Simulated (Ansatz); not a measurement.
# TiAl2: the cost of one run

Program: Ansatz 0.2.0. Level of theory: DFT PBEsol, scalar-relativistic, plane waves, PAW. These are calculated values, not measurements.

2 further runs of the same task are left out: 2 set aside as unsound or not needed.

### Step 1. Starting point

It takes space group Cmmm (No. 65, orthorhombic). The conventional cell has a = 3.901 Å, b = 12.053 Å, c = 3.972 Å, α = 90.00°, β = 90.00°, γ = 90.00°. Ti (site symmetry m2m) is surrounded by 10 Al at 2.71 to 2.86 Å and 2 Ti at 2.99 Å. Around Al (site symmetry mmm) lie 4 Ti at 2.71 Å and 8 Al at 2.78 to 2.88 Å. Around Al (site symmetry m2m) lie 6 Al at 2.69 to 2.88 Å and 6 Ti at 2.79 to 2.86 Å. Al (site symmetry mmm) is surrounded by 4 Ti at 2.74 Å and 8 Al at 2.78 to 2.85 Å.

Coordinates:

```cif
data_structure
_symmetry_space_group_name_H-M 'P 1'
_symmetry_Int_Tables_number 1
_cell_length_a 6.3340
_cell_length_b 6.3340
_cell_length_c 3.9724
_cell_angle_alpha 90.000
_cell_angle_beta 90.000
_cell_angle_gamma 144.133
_cell_volume 93.38
loop_
_atom_site_label
_atom_site_type_symbol
_atom_site_fract_x
_atom_site_fract_y
_atom_site_fract_z
_atom_site_occupancy
Ti1 Ti 0.65622 0.34378 0.00000 1
Ti2 Ti 0.34378 0.65622 0.00000 1
Al1 Al 0.00000 0.00000 0.00000 1
Al2 Al 0.82710 0.17290 0.50000 1
Al3 Al 0.17290 0.82710 0.50000 1
Al4 Al 0.50000 0.50000 0.50000 1
```

This cell was relaxed beforehand with the same method: volume 15.56 Å³/atom, gap on the mesh none (metal).

### Step 2. Volume × 0.97

input.yaml

```yaml
crystal:
  lattice:
    - [1.9306322496, -5.9654010278, 0.0]
    - [1.9306322496, 5.9654010278, 0.0]
    - [0.0, 0.0, 3.9322967299]
  atoms:
    - { symbol: Ti, position: [0.6562199823, 0.3437800177, 0.0] }
    - { symbol: Ti, position: [0.3437800177, 0.6562199823, 0.0] }
    - { symbol: Al, position: [0.0, 0.0, 0.0] }
    - { symbol: Al, position: [0.8270962381, 0.1729037619, 0.5] }
    - { symbol: Al, position: [0.1729037619, 0.8270962381, 0.5] }
    - { symbol: Al, position: [0.5, 0.5, 0.5] }
basis:
  ecutwfc: 420
kpoints:
  mp_grid: { grid: [10, 10, 10] }
hamiltonian:
  xc: pbesol
scf:
  occupations: { method: gaussian, width: 0.1 }
output:
  forces: true
  stress: true
  eigenvalues: true
relax:
  adjacent_minimum: "off"
  f_tol: 0.01
  max_steps: 30
  cell: { stress_tol: 0.1, fix: [volume] }
```

Command:

```sh
$ ansatz run input.yaml --threads 1 --pin off --max-ram 2560MiB --backend cpu --events-out ev --progress --plain --runs-dir out
```

**Question.** How long does this run take on 1 thread of Arm Neoverse V2, shared host, and how much memory does it need?

About 87 s, with a peak of 0.61 GiB.
